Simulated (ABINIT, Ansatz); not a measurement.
This is a calculation of TaN for ABINIT 10.8.3 (patched build). Atoms were shifted at random by some hundredths of an Å from the given cell, which wasn't relaxed again for these runs. The cell comes from a database or a generator and needn't be the stable form of this composition.

Contents of run.abi:

```
# Pseudopotentials
pp_dirpath "./"
pseudos "Ta.GGA_PBE-JTH.xml, N.GGA_PBE-JTH.xml"

# Structure
acell 3*1.0
rprim
     0.0000000000     4.7075794624     4.7075794624
     4.7075794624     0.0000000000     4.7075794624
     4.7075794624     4.7075794624     0.0000000000
ntypat 2
znucl 73 7
natom 2
typat 1 2
xcart
     0.0034626898     0.0118379152     0.0064919207
     1.2697484353     1.2717139477     1.1994882164 Angstrom
chkprim 0
chksymtnons 0
tolsym 1.0e-6

# Plane-wave basis
ecut 707.496042 eV
pawecutdg 48.0
pawxcdev 0

# k points
kptopt 1
ngkpt 9 9 9
nshiftk 1
shiftk 0.0 0.0 0.0

# Exchange and correlation
ixc 11

# Bands and occupations
nband 13
occopt 3
tsmear 0.05 eV

# SCF cycle
nstep 100
tolvrs 1.0e-9

# Output
iomode 3
prtwf 0
prteig 0
prtebands 0
enunit 1
prtden 1
prtvha 1
prtvclmb 1
prtpot 1
```

Potentials or basis: JTH PAW PBE v2.0.

Launch:

```sh
$ abinit run.abi > log 2>&1
```

**Question.** What does the same run look like in Ansatz 0.2.0? Potentials or basis there: Ansatz PAW (earlier soft set), cutoff 420 eV.

**Answer.** As run (cutoffs and basis follow the program's own potentials, and thresholds, step limits or extra output files can differ):

The input input.yaml:

```yaml
crystal:
  lattice:
    - [0.0, 2.49114377, 2.49114377]
    - [2.49114377, 0.0, 2.49114377]
    - [2.49114377, 2.49114377, 0.0]
  atoms:
    - { symbol: Ta, position: [0.002984, -0.000378, 0.001768] }
    - { symbol: "N", position: [0.241145, 0.240356, 0.269349] }
hamiltonian:
  xc: pbe
  pseudopotentials: { kind: paw, azcp: { folder: soft_1 } }
kpoints:
  mp_grid: { grid: [9, 9, 9] }
scf:
  occupations: { method: fermi_dirac, width: 0.05 }
output:
  forces: true
  stress: true
  eigenvalues: true
```

Potentials or basis: Ansatz PAW soft_1.

Command:

```console
$ ansatz run input.yaml --threads 1 --pin off --max-ram 3584MiB --backend cpu --events-out ev --progress --plain --runs-dir out
```

Both were run:

|  | ABINIT | Ansatz |
| --- | --- | --- |
| Pressure | -25.2 GPa | -25.3 GPa |
| Largest force | 0.199 eV/Å | 0.186 eV/Å |
| Energy over the undisturbed cell | 2.9 meV/atom | 2.7 meV/atom |

Ansatz's pressure holds a Pulay term of +0.19 GPa for its cutoff of 420 eV, which the other run lacks.

Where Ansatz's input types no cutoff or centring, it takes its own default and a Γ-centred mesh.

The cell lies far from this level's equilibrium.

Pressure is positive in compression.
